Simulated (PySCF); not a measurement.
Isomers of C6H15N, mass 101.120 u with the commonest isotopes. Method: PySCF 2.14.0, PBE0-D3(BJ)/def2-SVP geometry optimisation, gas phase. One conformer each, none proved a minimum here; rigid rotors.

Question: Order these by out-of-plane moment Σ m c² = (Ia + Ib − Ic)/2, smallest first.
A. `[CH3:1][NH:2][C@H:3]([CH3:4])[CH:5]([CH3:6])[CH3:7]` with C1–N2–C3–C4 -71°, N2–C3–C5–C6 177°
B. `[CH3:1][CH:2]([CH3:3])[C@H:4]([CH3:5])[CH2:6][NH2:7]` with C1–C2–C4–C5 -71°, C2–C4–C6–N7 -57°, C4–C6–N7–H -70° and 172°
C. `[CH3:1][CH2:2][N:3]([CH2:4][CH3:5])[CH2:6][CH3:7]` with C1–C2–N3–C4 69°, C2–N3–C4–C5 150°, C2–N3–C6–C7 -60°
D. `[CH3:1][CH2:2][C@H:3]([CH3:4])[N:5]([CH3:6])[CH3:7]` with C1–C2–C3–C4 -176°, C2–C3–N5–C6 -156°
E. `[CH3:1][CH2:2][CH2:3][NH:4][CH2:5][CH2:6][CH3:7]` with C1–C2–C3–N4 178°, C2–C3–N4–C5 180°, C3–N4–C5–C6 180°, N4–C5–C6–C7 -178° (di-propylamine)
F. `C(C)(C)(C)N(C)C`

Answer: E (10.06 u·Å²), A (17.24 u·Å²), C (27.06 u·Å²), D (56.52 u·Å²), F (59.06 u·Å²), B (60.54 u·Å²).

Question: Order these by rotational constant B, smallest first.
A. `CN(C)C(C)(C)C`
B. `[CH3:1][CH2:2][C@H:3]([CH3:4])[N:5]([CH3:6])[CH3:7]` with C1–C2–C3–C4 -176°, C2–C3–N5–C6 -156°
C. `[CH3:1][NH:2][C@H:3]([CH3:4])[CH:5]([CH3:6])[CH3:7]` with C1–N2–C3–C4 -71°, N2–C3–C5–C6 177° (methyl-1,2-dimethylpropylamine)
D. `[CH3:1][CH2:2][CH2:3][NH:4][CH2:5][CH2:6][CH3:7]` with C1–C2–C3–N4 178°, C2–C3–N4–C5 180°, C3–N4–C5–C6 180°, N4–C5–C6–C7 -178° (di-propylamine)
E. `[CH3:1][CH2:2][N:3]([CH2:4][CH3:5])[CH2:6][CH3:7]` with C1–C2–N3–C4 69°, C2–N3–C4–C5 150°, C2–N3–C6–C7 -60°
F. `[CH3:1][NH:2][CH2:3][C:4]([CH3:5])([CH3:6])[CH3:7]` with C1–N2–C3–C4 174° (n,2,2-trimethylpropan-1-amine)

Answer: D (767.2 MHz), F (1484 MHz), C (1781 MHz), B (1966 MHz), E (2054 MHz), A (2297 MHz).

Question: Order these by radius of gyration √(Σ m r²/M), largest first.
A. `[CH3:1][CH2:2][C@H:3]([CH3:4])[N:5]([CH3:6])[CH3:7]` with C1–C2–C3–C4 -176°, C2–C3–N5–C6 -156°
B. `[CH3:1][CH2:2][CH2:3][NH:4][CH2:5][CH2:6][CH3:7]` with C1–C2–C3–N4 178°, C2–C3–N4–C5 180°, C3–N4–C5–C6 180°, N4–C5–C6–C7 -178° (di-propylamine)
C. `[CH3:1][CH2:2][N:3]([CH2:4][CH3:5])[CH2:6][CH3:7]` with C1–C2–N3–C4 69°, C2–N3–C4–C5 150°, C2–N3–C6–C7 -60° (triethylamine)
D. `CN(C)C(C)(C)C`
E. `[CH3:1][CH:2]([CH3:3])[C@H:4]([CH3:5])[CH2:6][NH2:7]` with C1–C2–C4–C5 -71°, C2–C4–C6–N7 -57°, C4–C6–N7–H -70° and 172°

Answer: B (2.607 Å), C (1.986 Å), E (1.943 Å), A (1.898 Å), D (1.786 Å).

```tsv
SMILES	point group	Ia (u·Å²)	Ib (u·Å²)	Ic (u·Å²)	κ	μa (D)	μb (D)	μc (D)
CN(C)C(C)(C)C	Cs	161.48	220.06	263.41	-0.38	0.10	0.00	0.43
CCN(CC)CC	C1	179.91	246.06	371.84	-0.04	0.18	0.25	0.37
CC[C@H](C)N(C)C	C1	163.69	257.02	307.67	-0.55	0.31	0.43	0.05
CNCC(C)(C)C	–	121.55	340.62	344.43	-0.99	0.23	0.01	0.83
CN[C@H](C)C(C)C	C1	135.16	283.72	384.41	-0.62	0.46	0.77	0.33
CCCNCCC	Cs	38.64	658.70	677.23	-1.00	0.00	0.12	0.75
CC(C)[C@H](C)CN	C1	163.80	278.64	321.37	-0.68	1.31	0.53	0.27
```
